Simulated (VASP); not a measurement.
# GaN (Fm-3m) in VASP: notebook, part 2 of 2

VASP 6.6.1.

### Step 4. Dielectric tensor, PBE

File INCAR:

```
SYSTEM = GaN
  PREC = Accurate
  ENCUT = 460
  EDIFF = 1E-8
  ISMEAR = 0
  SIGMA = 0.01
  LREAL = .FALSE.
  LASPH = .TRUE.
  NELM = 100
  ALGO = Normal
  ISIF = 2
  LWAVE = .FALSE.
  LCHARG = .FALSE.
  GGA = PE
  LEPSILON = .TRUE.
```

File KPOINTS:

```
Automatic mesh
0
G
  8 8 8
  0 0 0
```

File POSCAR:

```
GaN
1.0
    0.0000000000      2.1352350000      2.1352350000
    2.1352350000      0.0000000000      2.1352350000
    2.1352350000      2.1352350000      0.0000000000
Ga N
1 1
Direct
    0.0000000000      0.0000000000      0.0000000000
    0.5000000000      0.5000000000      0.5000000000
```

Potentials or basis: VASP PAW PBE potentials, release 64 (Ga_d, N).

Command:

```
$ cat potpaw_PBE.64/Ga_d/POTCAR potpaw_PBE.64/N/POTCAR > POTCAR
$ mpirun -np 1 vasp_std > vasp.out
```

OUTCAR:

```text
SYSTEM = GaN
   PREC = Accurate
   ENCUT = 460
   EDIFF = 1E-8
   ISMEAR = 0
   LREAL = .FALSE.
   LASPH = .TRUE.
   NELM = 100
   ISIF = 2
   GGA = PE
   LEPSILON = .TRUE.

 Found     29 irreducible k-points:

 Following reciprocal coordinates:
            Coordinates               Weight
  0.000000  0.000000  0.000000      1.000000
  0.125000  0.000000  0.000000      8.000000
  0.250000  0.000000  0.000000      8.000000
  0.375000  0.000000  0.000000      8.000000
  0.500000  0.000000  0.000000      4.000000
  0.125000  0.125000  0.000000      6.000000
   k-points           NKPTS =     29   k-points in BZ     NKDIM =     29   number of bands    NBANDS=     13
   number of dos      NEDOS =    301   number of ions     NIONS =      2
   total plane-waves  NPLWV =  13824
   dimension x,y,z NGX =    24 NGY =   24 NGZ =   24
   dimension x,y,z NGXF=    48 NGYF=   48 NGZF=   48
   ions per type =               1   1
   NGX,Y,Z   is equivalent  to a cutoff of  13.21, 13.21, 13.21 a.u.
   NGXF,Y,Z  is equivalent  to a cutoff of  26.43, 26.43, 26.43 a.u.
 SYSTEM =  GaN
   PREC   = accura    normal or accurate (medium, high low for compatibility)
   ISTART =      0    job   : 0-new  1-cont  2-samecut
   ICHARG =      2    charge: 1-file 2-atom 10-const
   ISPIN  =      1    spin polarized calculation?
[... 210 lines left out ...]
  free energy    TOTEN  =        -0.45108717 eV

  energy without entropy =       -0.45108717

------------------------ aborting loop because EDIFF is reached ----------------------------------------

 PIEZOELECTRIC TENSOR FIELD DIRECTION 3  (e Angst)
 -----------------------------------------------------------------------------
     0.00056  0.00000  0.00000           ( -0.00001  0.00000  0.00000)
     0.00000  0.00056 -0.00000           (  0.00000 -0.00001  0.00000)
    -0.00000 -0.00000 -0.00107           (  0.00000  0.00000 -0.00002)

 PIEZOELECTRIC TENSOR FIELD DIRECTION 3  (C/m^2)
 -----------------------------------------------------------------------------
     0.00046  0.00000  0.00000
     0.00000  0.00046 -0.00000
    -0.00000 -0.00000 -0.00088

 MACROSCOPIC STATIC DIELECTRIC TENSOR (including local field effects in DFT)
 ------------------------------------------------------
           8.884217     0.000000    -0.000000
          -0.000000     8.884217     0.000000
          -0.000000    -0.000000     8.884217
 ------------------------------------------------------

 PIEZOELECTRIC TENSOR (including local field effects)  for field in x, y, z        (e  Angst)
          XX          YY          ZZ          XY          YZ          ZX
  --------------------------------------------------------------------------------
  x     0.00000     0.00000     0.00000     0.00000     0.00000     0.00000
  y     0.00000     0.00000     0.00000     0.00000     0.00000     0.00000
  z     0.00000     0.00000     0.00000     0.00000     0.00000     0.00000

 PIEZOELECTRIC TENSOR (including local field effects)  for field in x, y, z        (C/m^2)
          XX          YY          ZZ          XY          YZ          ZX
  --------------------------------------------------------------------------------
  x     0.00000     0.00000     0.00000     0.00000     0.00000     0.00000
  y     0.00000     0.00000     0.00000     0.00000     0.00000     0.00000
  z     0.00000     0.00000     0.00000     0.00000     0.00000     0.00000

 BORN EFFECTIVE CHARGES (including local field effects) (in |e|, cummulative output)
 ---------------------------------------------------------------------------------
 ion    1
    1     3.64248    -0.00000     0.00000
    2    -0.00000     3.64248     0.00000
    3     0.00000     0.00000     3.64248
 ion    2
    1    -3.64248     0.00000     0.00000
    2     0.00000    -3.64248    -0.00000
    3    -0.00000     0.00000    -3.64248
```

OSZICAR:

```text
N       E                     dE             d eps       ncg     rms          rms(c)
DAV:   1     0.713008541366E+02    0.71301E+02   -0.90101E+03   839   0.239E+03
DAV:   2    -0.832579966333E+01   -0.79627E+02   -0.72475E+02   847   0.310E+02
DAV:   3    -0.129386605464E+02   -0.46129E+01   -0.45904E+01   864   0.720E+01
DAV:   4    -0.129957701525E+02   -0.57110E-01   -0.57072E-01   894   0.821E+00
[... 12 lines left out ...]
RMM:   8    -0.451093718120E+00   -0.59490E-04   -0.30799E-07  2909   0.524E-03    0.499E-04
RMM:   9    -0.451089540035E+00    0.41781E-05   -0.54824E-08  3028   0.189E-03    0.641E-05
RMM:  10    -0.451086937377E+00    0.26027E-05   -0.75250E-09  2971   0.589E-04    0.228E-05
RMM:  11    -0.451086925195E+00    0.12182E-07   -0.10962E-09  2310   0.199E-04    0.112E-05
RMM:  12    -0.451087166337E+00   -0.24114E-06   -0.15946E-10  1220   0.791E-05    0.151E-06
```

Run time: 39 s. Hardware: 1 thread of Intel Xeon 6975P-C (Granite Rapids), shared host; peak memory 0.17 GiB.

These settings aren't checked as converged: the numbers below hold their error.

What came out:

- Band gap on the k mesh: 0.41 eV, indirect (least direct gap 2.36 eV)
- Electronic dielectric tensor (diagonal): 8.88
- Born charges (mean of the diagonal): Ga +3.64; N -3.64 e

Caveat: the cutoff is under 1.25 times the usual one of these potentials, so pressure, stress and relaxed cells hold a basis-set (Pulay) error; the gap is small at this level, which inflates the dielectric constant.

### Step 5. Dielectric tensor, PBE

Edit INCAR of step 4 so:

```diff
@@ -2,3 +2,3 @@
   PREC = Accurate
-  ENCUT = 460
+  ENCUT = 520
   EDIFF = 1E-8
```

KPOINTS is that of step 4.

POSCAR is that of step 4.

Potentials or basis: VASP PAW PBE potentials, release 64 (Ga_d, N).

Command:

```
$ cat potpaw_PBE.64/Ga_d/POTCAR potpaw_PBE.64/N/POTCAR > POTCAR
$ mpirun -np 1 vasp_std > vasp.out
```

OUTCAR:

```text
SYSTEM = GaN
   PREC = Accurate
   ENCUT = 520
   EDIFF = 1E-8
   ISMEAR = 0
   LREAL = .FALSE.
   LASPH = .TRUE.
   NELM = 100
   ISIF = 2
   GGA = PE
   LEPSILON = .TRUE.

 Found     29 irreducible k-points:

 Following reciprocal coordinates:
            Coordinates               Weight
  0.000000  0.000000  0.000000      1.000000
  0.125000  0.000000  0.000000      8.000000
  0.250000  0.000000  0.000000      8.000000
  0.375000  0.000000  0.000000      8.000000
  0.500000  0.000000  0.000000      4.000000
  0.125000  0.125000  0.000000      6.000000
   k-points           NKPTS =     29   k-points in BZ     NKDIM =     29   number of bands    NBANDS=     13
   number of dos      NEDOS =    301   number of ions     NIONS =      2
   total plane-waves  NPLWV =  13824
   dimension x,y,z NGX =    24 NGY =   24 NGZ =   24
   dimension x,y,z NGXF=    48 NGYF=   48 NGZF=   48
   ions per type =               1   1
   NGX,Y,Z   is equivalent  to a cutoff of  13.21, 13.21, 13.21 a.u.
   NGXF,Y,Z  is equivalent  to a cutoff of  26.43, 26.43, 26.43 a.u.
 SYSTEM =  GaN
   PREC   = accura    normal or accurate (medium, high low for compatibility)
   ISTART =      0    job   : 0-new  1-cont  2-samecut
   ICHARG =      2    charge: 1-file 2-atom 10-const
   ISPIN  =      1    spin polarized calculation?
   LNONCOLLINEAR =      F non collinear calculations
   LSORBIT =      F    spin-orbit coupling
   LASPH  =      T    aspherical Exc in radial PAW
   ENCUT  =  520.0 eV  38.22 Ry    6.18 a.u.   5.61  5.61  5.61*2*pi/ulx,y,z
   NELM   =    100;   NELMIN=  2; NELMDL= -5     # of ELM steps
   EDIFF  = 0.1E-07   stopping-criterion for ELM
   LREAL  =      F    real-space projection
   EDIFFG = 0.1E-06   stopping-criterion for IOM
   NSW    =      0    number of steps for IOM
   IBRION =     -1    ionic relax: 0-MD 1-quasi-New 2-CG
   NFREE  =      0    steps in history (QN), initial steepest desc. (CG)
   ISIF   =      2    stress and relaxation
   ISYM   =      2    0-nonsym 1-usesym 2-fastsym
   POTIM  = 0.5000    time-step for ionic-motion
   TEBEG  =    0.0;   TEEND  =   0.0 temperature during run
[... 170 lines left out ...]
           9.068865    -0.000000     0.000000
           0.000000     9.068865    -0.000000
           0.000000     0.000000     9.068865
 ------------------------------------------------------

 Free energy of the ion-electron system (eV)
  ---------------------------------------------------
  ---------------------------------------------------
  free energy    TOTEN  =        -0.45106515 eV

  energy without entropy =       -0.45106515

------------------------ aborting loop because EDIFF is reached ----------------------------------------

--------------------------------------- Ionic step        2  -------------------------------------------

------------------------ aborting loop because EDIFF is reached ----------------------------------------

--------------------------------------- Ionic step        3  -------------------------------------------

 Free energy of the ion-electron system (eV)
  ---------------------------------------------------
  ---------------------------------------------------
  free energy    TOTEN  =        -0.45106501 eV

  energy without entropy =       -0.45106501

------------------------ aborting loop because EDIFF is reached ----------------------------------------

 PIEZOELECTRIC TENSOR FIELD DIRECTION 3  (e Angst)
 -----------------------------------------------------------------------------
     0.00056  0.00000 -0.00000           ( -0.00001  0.00000 -0.00000)
     0.00000  0.00056 -0.00000           (  0.00000 -0.00001  0.00000)
     0.00000 -0.00000 -0.00107           ( -0.00000  0.00000 -0.00002)

 PIEZOELECTRIC TENSOR FIELD DIRECTION 3  (C/m^2)
 -----------------------------------------------------------------------------
     0.00046  0.00000 -0.00000
     0.00000  0.00046 -0.00000
     0.00000 -0.00000 -0.00088

 MACROSCOPIC STATIC DIELECTRIC TENSOR (including local field effects in DFT)
 ------------------------------------------------------
           8.884018    -0.000000     0.000000
          -0.000000     8.884018     0.000000
          -0.000000    -0.000000     8.884018
 ------------------------------------------------------

 PIEZOELECTRIC TENSOR (including local field effects)  for field in x, y, z        (e  Angst)
          XX          YY          ZZ          XY          YZ          ZX
  --------------------------------------------------------------------------------
  x     0.00000     0.00000     0.00000     0.00000     0.00000     0.00000
  y     0.00000     0.00000     0.00000     0.00000     0.00000     0.00000
  z     0.00000     0.00000     0.00000     0.00000     0.00000     0.00000

 PIEZOELECTRIC TENSOR (including local field effects)  for field in x, y, z        (C/m^2)
          XX          YY          ZZ          XY          YZ          ZX
  --------------------------------------------------------------------------------
  x     0.00000     0.00000     0.00000     0.00000     0.00000     0.00000
  y     0.00000     0.00000     0.00000     0.00000     0.00000     0.00000
  z     0.00000     0.00000     0.00000     0.00000     0.00000     0.00000

 BORN EFFECTIVE CHARGES (including local field effects) (in |e|, cummulative output)
 ---------------------------------------------------------------------------------
 ion    1
    1     3.64331     0.00000     0.00000
    2    -0.00000     3.64331     0.00000
    3     0.00000     0.00000     3.64331
 ion    2
    1    -3.64331    -0.00000     0.00000
    2     0.00000    -3.64331     0.00000
    3     0.00000     0.00000    -3.64331
```

OSZICAR:

```text
N       E                     dE             d eps       ncg     rms          rms(c)
DAV:   1     0.759815931489E+02    0.75982E+02   -0.97627E+03   826   0.258E+03
DAV:   2    -0.753942965548E+01   -0.83521E+02   -0.78675E+02   839   0.335E+02
DAV:   3    -0.129159524490E+02   -0.53765E+01   -0.53384E+01   819   0.793E+01
DAV:   4    -0.129953108485E+02   -0.79358E-01   -0.79258E-01   923   0.965E+00
[... 12 lines left out ...]
RMM:   8    -0.451070760193E+00   -0.64500E-04   -0.35925E-07  2890   0.573E-03    0.494E-04
RMM:   9    -0.451067840537E+00    0.29197E-05   -0.53922E-08  3058   0.202E-03    0.593E-05
RMM:  10    -0.451064855500E+00    0.29850E-05   -0.72329E-09  2948   0.606E-04    0.238E-05
RMM:  11    -0.451064778822E+00    0.76678E-07   -0.13505E-09  2399   0.209E-04    0.120E-05
RMM:  12    -0.451065013530E+00   -0.23471E-06   -0.28973E-10  1242   0.820E-05    0.153E-06
```

It took 41 s on 1 thread of Intel Xeon 6975P-C (Granite Rapids), shared host; peak memory 0.18 GiB.

These settings aren't checked as converged: the numbers below hold their error.

Results:

| Item | Value |
| --- | --- |
| Band gap on the k mesh | 0.42 eV, indirect (least direct gap 2.36 eV) |
| Electronic dielectric tensor (diagonal) | 8.88 |
| Born charges (mean of the diagonal) | Ga +3.64; N -3.64 e |

Caveat: the gap is small at this level, which inflates the dielectric constant.

### Step 6. Dielectric tensor, PBE

Edit INCAR of step 5 so:

```diff
@@ -2,3 +2,3 @@
   PREC = Accurate
-  ENCUT = 520
+  ENCUT = 400
   EDIFF = 1E-8
```

File KPOINTS:

```
Automatic mesh
0
G
  10 10 10
  0 0 0
```

POSCAR is that of step 5.

Potentials or basis: VASP PAW PBE potentials, release 64 (Ga_d, N).

Command:

```
$ cat potpaw_PBE.64/Ga_d/POTCAR potpaw_PBE.64/N/POTCAR > POTCAR
$ mpirun -np 1 vasp_std > vasp.out
```

OUTCAR:

```text
SYSTEM = GaN
   PREC = Accurate
   ENCUT = 400
   EDIFF = 1E-8
   ISMEAR = 0
   LREAL = .FALSE.
   LASPH = .TRUE.
   NELM = 100
   ISIF = 2
   GGA = PE
   LEPSILON = .TRUE.

 Found     47 irreducible k-points:

 Following reciprocal coordinates:
            Coordinates               Weight
  0.000000  0.000000  0.000000      1.000000
  0.100000  0.000000  0.000000      8.000000
  0.200000  0.000000  0.000000      8.000000
  0.300000  0.000000  0.000000      8.000000
  0.400000  0.000000  0.000000      8.000000
  0.500000  0.000000  0.000000      4.000000
[... 235 lines left out ...]
 -----------------------------------------------------------------------------
     0.00023  0.00000  0.00000
     0.00000  0.00023 -0.00000
    -0.00000  0.00000 -0.00033

 MACROSCOPIC STATIC DIELECTRIC TENSOR (including local field effects in DFT)
 ------------------------------------------------------
           8.607160    -0.000000     0.000000
           0.000000     8.607160    -0.000000
          -0.000000    -0.000000     8.607160
 ------------------------------------------------------

 PIEZOELECTRIC TENSOR (including local field effects)  for field in x, y, z        (e  Angst)
          XX          YY          ZZ          XY          YZ          ZX
  --------------------------------------------------------------------------------
  x     0.00000     0.00000     0.00000     0.00000     0.00000     0.00000
  y     0.00000     0.00000     0.00000     0.00000     0.00000     0.00000
  z     0.00000     0.00000     0.00000     0.00000     0.00000     0.00000

 PIEZOELECTRIC TENSOR (including local field effects)  for field in x, y, z        (C/m^2)
          XX          YY          ZZ          XY          YZ          ZX
  --------------------------------------------------------------------------------
  x     0.00000     0.00000     0.00000     0.00000     0.00000     0.00000
  y     0.00000     0.00000     0.00000     0.00000     0.00000     0.00000
  z     0.00000     0.00000     0.00000     0.00000     0.00000     0.00000

 BORN EFFECTIVE CHARGES (including local field effects) (in |e|, cummulative output)
 ---------------------------------------------------------------------------------
 ion    1
    1     3.61994     0.00000     0.00000
    2     0.00000     3.61994     0.00000
    3     0.00000    -0.00000     3.61994
 ion    2
    1    -3.61994    -0.00000    -0.00000
    2    -0.00000    -3.61994    -0.00000
    3     0.00000     0.00000    -3.61994
```

OSZICAR:

```text
N       E                     dE             d eps       ncg     rms          rms(c)
DAV:   1     0.689789966638E+02    0.68979E+02   -0.83825E+03  1350   0.222E+03
[... 13 lines left out ...]
RMM:   5    -0.435100593775E+00   -0.14497E-02   -0.27144E-04  5057   0.173E-01    0.949E-03
RMM:   6    -0.435379546024E+00   -0.27895E-03   -0.20658E-05  5267   0.465E-02    0.686E-03
RMM:   7    -0.435438695197E+00   -0.59149E-04   -0.21125E-06  5134   0.142E-02    0.164E-03
RMM:   8    -0.435502561399E+00   -0.63866E-04   -0.29672E-07  5074   0.509E-03    0.526E-04
RMM:   9    -0.435498227315E+00    0.43341E-05   -0.45023E-08  5240   0.178E-03    0.979E-05
RMM:  10    -0.435495188318E+00    0.30390E-05   -0.50081E-09  5187   0.542E-04    0.211E-05
RMM:  11    -0.435495154557E+00    0.33761E-07   -0.72342E-10  3848   0.183E-04    0.781E-06
```

stdout:

```text
POSCAR found type information on POSCAR GaN
 POSCAR found :  2 types and       2 ions
 scaLAPACK will be used
 LDA part: xc-table for (Slater+PW92), standard interpolation
 POSCAR, INCAR and KPOINTS ok, starting setup
 FFT: planning ... GRIDC
 FFT: planning ... GRID_SOFT
 FFT: planning ... GRID
 WAVECAR not read
 entering main loop
 Linear response reoptimize wavefunctions to high precision
 Linear response G [H, r] |phi>, progress :
  Direction:   1
 Linear response G [H, r] |phi>, progress :
  Direction:   2
 Linear response G [H, r] |phi>, progress :
  Direction:   3
 Linear response to external field (no local field effect), progress :
  Direction:   1
 dielectric tensor                  component  1 :    10.396     4.910     0.731
 Linear response to external field (no local field effect), progress :
  Direction:   2
 dielectric tensor                  component  2 :     4.910    10.426    -0.371
 Linear response to external field (no local field effect), progress :
  Direction:   3
 dielectric tensor                  component  3 :     0.731    -0.371     5.548
 Linear response to external field, progress :
  Direction:   1
 dielectric tensor                  component  1 :     8.607     3.203     0.859
 Linear response to external field, progress :
  Direction:   2
 dielectric tensor                  component  2 :     3.099     8.607     0.056
 Linear response to external field, progress :
  Direction:   3
 dielectric tensor                  component  3 :     0.691     2.383     8.607
 Born effective charges drift removed
```

It took 51 s on 1 thread of Intel Xeon 6975P-C (Granite Rapids), shared host; peak memory 0.16 GiB.

The run converged, but some of its settings lie outside the range that counts as converged, so its numbers aren't taken as properties of the crystal.

Results:

```yaml
Band_gap_on_the_k_mesh: 0.42 eV, indirect (least direct gap 2.35 eV)
Electronic_dielectric_tensor_diagonal: 8.61
Born_charges_mean_of_the_diagonal: Ga +3.62; N -3.62 e
```

Caveat: the cutoff is under 1.25 times the usual one of these potentials, so pressure, stress and relaxed cells hold a basis-set (Pulay) error; the gap is small at this level, which inflates the dielectric constant.

### Step 7. For comparison

An earlier run on the cell as given: functional PBE; potentials or basis VASP PAW PBE potentials, release 64 (Ga_d, N); cutoff 520 eV; k mesh 11 × 11 × 11; occupations fermi-dirac, width 0.05 eV; no spin polarisation.

* Pressure: 0.4 GPa
* Band gap on the k mesh: 0.54 eV, indirect (least direct gap 2.37 eV)
